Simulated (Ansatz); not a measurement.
Free-standing chains of the atoms of K, named by their start (strip: triangular double chain, ladder: square double chain); atoms and period are relaxed, and energies count from relaxed bulk K (Im-3m, 73.68 Å³/atom, gap on the mesh 0.00 eV).

All numbers below come from DFT PBE, scalar-relativistic, plane waves, PAW (Ansatz 0.2.0).

Plane waves to 420 eV, a k mesh through Γ of 1×1×8 on the computed 4-atom cell and Gaussian smearing (0.05 eV); collinear spin from starting moments 0.5 0.5 0.5 0.5 μB.

Start (ladder chain):

```
CELL_PARAMETERS angstrom
13.30000 0.00000 0.00000
0.00000 9.30000 0.00000
0.00000 0.00000 8.23359
ATOMIC_POSITIONS crystal
K 0.33749 0.50000 0.00000
K 0.33749 0.50000 0.50000
K 0.66251 0.50000 0.00000
K 0.66251 0.50000 0.50000
```

What does the relaxation give?

The free energy falls by 4 meV/atom.

| Quantity | Value |
| --- | --- |
| excess energy (eV per host atom) | 0.378 |
| period (Å) | 8.548 |
| gap on the mesh (eV) | 0.19 |
| size of the moment (μB per cell) | 0.00 |

Relaxed structure:
```
CELL_PARAMETERS angstrom
13.30000 0.00000 0.00000
0.00000 9.30000 0.00000
0.00000 0.00000 8.54775
ATOMIC_POSITIONS crystal
K 0.33509 0.50000 0.00000
K 0.33509 0.50000 0.50000
K 0.66491 0.50000 0.00000
K 0.66491 0.50000 0.50000
```

Gaps under about 0.2 eV rest on few k points and may close between them. The vacuum is thin at the end. Each run keeps its start's symmetry and one magnetic start, so lower states can exist.

It took 63 s on 2 threads of Arm Neoverse V1, on a shared host, peak memory 1.1 GiB.